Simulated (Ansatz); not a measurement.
**A strain series on BaS (rocksalt): uniaxial along z, other directions held**

BaS (rocksalt), relaxed with r2SCAN in the PAW code Ansatz, then strained (uniaxial along z, other directions held; changes of length per length, axes as in the cell below) with the atoms relaxed again within the symmetry that is left. Space group Fm-3m (No. 225), cubic; conventional cell a = 6.424 Å, 33.13 Å³ an atom. Ba has 6 S at 3.21 Å; S has 6 Ba at 3.21 Å. (Simulation; spin polarisation is off.)

```xyz
2
Lattice="0.0000 3.2118 3.2118 3.2118 0.0000 3.2118 3.2118 3.2118 0.0000" Properties=species:S:1:pos:R:3 pbc="T T T"
Ba    0.0000    0.0000    0.0000
S     3.2118    3.2118    3.2118
```

Gaps are the least over each mesh (PBE 8×8×8, r2SCAN 8×8×8, HSE06 6×6×6 when unstrained) and the special points, which keep their unstrained names; stress is the change from the unstrained cell, compression positive.

```
strain (%)  gap, PBE (eV)  gap, r2SCAN (eV)  gap, HSE06 (eV)  edges, HSE06  stress along the strain, r2SCAN (GPa)  energy rise, r2SCAN (meV/atom)
     -5.91          1.927             2.254            2.836         Γ → X                                  +8.60                            46.7
     -1.61          2.165             2.508            3.074         Γ → X                                  +1.76                             2.9
       0.0          2.230             2.578            3.138         Γ → X                                   0.00                             0.0
     +2.56          2.239             2.583            3.147         Γ → X                                  -2.14                             5.8
     +3.31          2.242             2.585            3.151         Γ → X                                  -2.64                             9.5
      +5.0          2.251             2.593            3.160         Γ → X                                  -3.58                            20.3
     +5.98          2.258             2.598            3.167         Γ → X                                  -4.02                            28.0
```

Task: Estimate the row for a strain of -5.82 %.

Result:
```
strain (%)  gap, PBE (eV)  gap, r2SCAN (eV)  gap, HSE06 (eV)  edges, HSE06  stress along the strain, r2SCAN (GPa)  energy rise, r2SCAN (meV/atom)
     -5.82          1.933             2.260            2.842         Γ → X                                  +8.42                            45.1
```

Between zero and the nearest strains the slope of the HSE06 gap against strain is +0.040 eV per percent for negative and +0.004 for positive strain.

The runs are scalar-relativistic, without spin-orbit coupling.

The meshes of the hybrids are coarse, so their gaps aren't converged to the digits shown.
